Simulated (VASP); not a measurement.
# Moving the dispersion correction in TiAl

The cell as given:

It takes space group P4/mmm (No. 123, tetragonal). The conventional cell has a = 2.837 Å, b = 2.837 Å, c = 4.059 Å, α = 90.00°, β = 90.00°, γ = 90.00°. Around Ti (site symmetry 4/mmm) lie 4 Ti at 2.84 Å and 8 Al at 2.85 Å. Around Al (site symmetry 4/mmm) lie 4 Al at 2.84 Å and 8 Ti at 2.85 Å.

Kept alike: task relaxation of cell and atoms; functional RPBE; k mesh 9 × 9 × 7; occupations fermi-dirac, width 0.05 eV; no spin polarisation. Program: VASP, PBE PAW files Al, Ti_sv, 600 eV. The mesh is that of the run's cell of 2 atoms. No spin-orbit coupling.

| dispersion correction | volume (Å³/atom) | first edge of the run's cell (Å) | third edge of the run's cell (Å) |
| --- | --- | --- | --- |
| D3(zero) | 15.832 | 2.794 | 4.056 |
| D4 | 15.887 | 2.807 | 4.031 |
| none | 16.623 | 2.846 | 4.106 |

The relaxations keep at least the cell's symmetry (P4/mmm). For a metal such a mesh leaves the last digits unconverged. Relaxations stop with a little pressure left, so the last digits of a volume or edge aren't settled. Runs of this series that gave no sound value for these columns are left out. All rows use potentials made for PBE.

Question: What does the dispersion correction change here?

Answer: The volume runs from 15.832 (D3(zero)) to 16.623 Å³/atom (none). Against no correction: D3(zero) -4.8 %; D4 -4.4 %. Dispersion terms mostly attract and so lower the volume; the schemes' coefficients and damping set how far. The first edge of the run's cell runs from 2.794 (D3(zero)) to 2.846 Å (none). The third edge of the run's cell runs from 4.031 (D4) to 4.106 Å (none).

Both corrections shrink TiAl along both axes, and the choice between them matters far less for the volume than whether one is applied at all. Cohesion here is metallic, with directional Ti d–Al p hybridisation, so the contraction doesn't make this a van der Waals solid. RPBE typically binds metals too weakly and gives overlong lattice parameters, and the added attraction offsets that tendency. The given cell lies between the two outcomes: its edges are shorter than those without a correction and longer than those with D3(zero) or D4. This suggests some overcorrection, plausibly because atom-based dispersion terms capture the screening by conduction electrons only incompletely.

The shape responds less uniformly than the volume. D3(zero) shortens the first edge proportionally more, D4 the third, so the axial ratio shifts in opposite directions. All three cells nevertheless keep the slight elongation along the stacking axis relative to a cubic close-packed parent, consistent with the layered Ti/Al order. Smaller volumes alone don't show that either correction improves the description of the bonding.
